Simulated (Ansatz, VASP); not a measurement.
# Two plane-wave programs on AlN

Contents of INCAR:

```
SYSTEM = AlN
ALGO     = Normal         ! electronic algorithm
EDIFF    = 1E-7           ! SCF threshold, eV
ENCUT    = 520            ! plane-wave cutoff, eV
GGA      = PE             ! functional
ISIF     = 2              ! what is computed and relaxed
ISMEAR   = 0              ! smearing method
LASPH    = .TRUE.         ! aspherical terms in the spheres
LCHARG   = .TRUE.         ! write CHGCAR
LELF     = .TRUE.         ! ELF
LREAL    = .FALSE.        ! projectors in reciprocal space
LVHAR    = .TRUE.       
LWAVE    = .FALSE.        ! write WAVECAR
NBANDS   = 16             ! bands
NELM     = 80             ! most SCF steps
PREC     = Accurate       ! precision mode
SIGMA    = 0.05           ! smearing width, eV
```

Contents of KPOINTS:

```
k-points
0
G
  9 9 6
  0 0 0
```

File POSCAR:

```
AlN
1.0
    3.2859774621      0.0000000000      0.0000000000
   -1.6429887310      2.8457399585      0.0000000000
    0.0000000000      0.0000000000      4.1528332427
Al N
2 2
Direct
    0.3333333333      0.6666666667      0.7881825525
    0.6666666667      0.3333333333      0.2881825525
    0.3333333333      0.6666666667      0.1764493462
    0.6666666667      0.3333333333      0.6764493462
```

Input for Ansatz:

```yaml
crystal:
  lattice:
    - [3.2859774621, 0.0, 0.0]
    - [-1.642988731, 2.8457399585, 0.0]
    - [0.0, 0.0, 4.1528332427]
  atoms:
    - { symbol: Al, position: [0.3333333333, 0.6666666667, 0.7881825525] }
    - { symbol: Al, position: [0.6666666667, 0.3333333333, 0.2881825525] }
    - { symbol: "N", position: [0.3333333333, 0.6666666667, 0.1764493462] }
    - { symbol: "N", position: [0.6666666667, 0.3333333333, 0.6764493462] }
basis:
  ecutwfc: 520.0
kpoints:
  mp_grid: { grid: [9, 9, 6] }
hamiltonian:
  xc: pbe
  pseudopotentials: { kind: paw, azcp: { folder: soft_1 } }
scf:
  occupations: { method: gaussian, width: 0.05 }
output:
  forces: true
  stress: true
  eigenvalues: true
```

Change from the starting cell: mode 4 frozen in at -0.308 Å, equal normal strain along x, y and z -0.0083.

Alike in both runs: task single point; functional PBE; k mesh 9 × 9 × 6; occupations gaussian, width 0.05 eV; no spin polarisation.

|  | VASP | Ansatz |
| --- | --- | --- |
| version | VASP 6.6.1 | Ansatz 0.2.0 |
| potentials or method | VASP PAW PBE potentials, release 64 (Al, N) | scalar-relativistic, plane waves, PAW |
| plane-wave cutoff (eV) | 520 | 520 |
| valence electrons in the cell | 16 | 16 |

```csv
,VASP,Ansatz,Ansatz less VASP
gap on the k mesh at the Fermi level (eV),4.20,4.20,-0.003
least direct gap on the mesh (eV),4.20,4.20,-0.003
pressure (GPa),33.1,33.1,-0.01
largest component of the traceless stress (GPa),78.89,78.44,-0.449
rms of the force components (eV/Å),4.072,4.053,-0.0185
```

Atom by atom the forces differ by 0.019 eV/Å (rms over components).

Caveats: so large a pressure means that the cell lies far from this level's equilibrium, or that cutoff or potentials fall short (VASP); an odd mesh through Γ misses points on the zone boundary, where band edges often lie; forces of over 1 eV/Å show positions far from the minimum, so gaps and moduli don't describe the material at rest.
